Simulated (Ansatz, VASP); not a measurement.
**Two plane-wave programs on Os**

```
CELL_PARAMETERS angstrom
1.35485 2.34667 0.00000
-1.35485 2.34667 0.00000
0.00000 0.00000 4.27874
ATOMIC_POSITIONS crystal
Os 0.33333 0.33334 0.25000
Os 0.66666 0.66667 0.75000
```

Alike in both runs: task single point; functional PBE; k mesh 14 × 14 × 8; no spin polarisation.

```csv
,VASP,Ansatz
version,VASP 6.6.1,Ansatz 0.2.0
potentials or method,"VASP PAW PBE potentials, release 64 (Os)",PAW plane waves
plane-wave cutoff (eV),520,420
occupations,"fermi-dirac, width 0.1 eV",fermi-dirac
valence electrons in the cell,16,32
```

|  | VASP | Ansatz | Ansatz less VASP |
| --- | --- | --- | --- |
| pressure (GPa) | 22.1 | 21.7 | -0.32 |
| largest component of the traceless stress (GPa) | 0.39 | 0.49 | +0.102 |

The two sets of potentials don't hold the same shells in valence. Ansatz warned: «structure_snapped_to_symmetry».

Caveats: so large a pressure means that the cell lies far from this level's equilibrium, or that cutoff or potentials fall short (VASP). The runs have no spin-orbit coupling, so splittings on Os are missing.
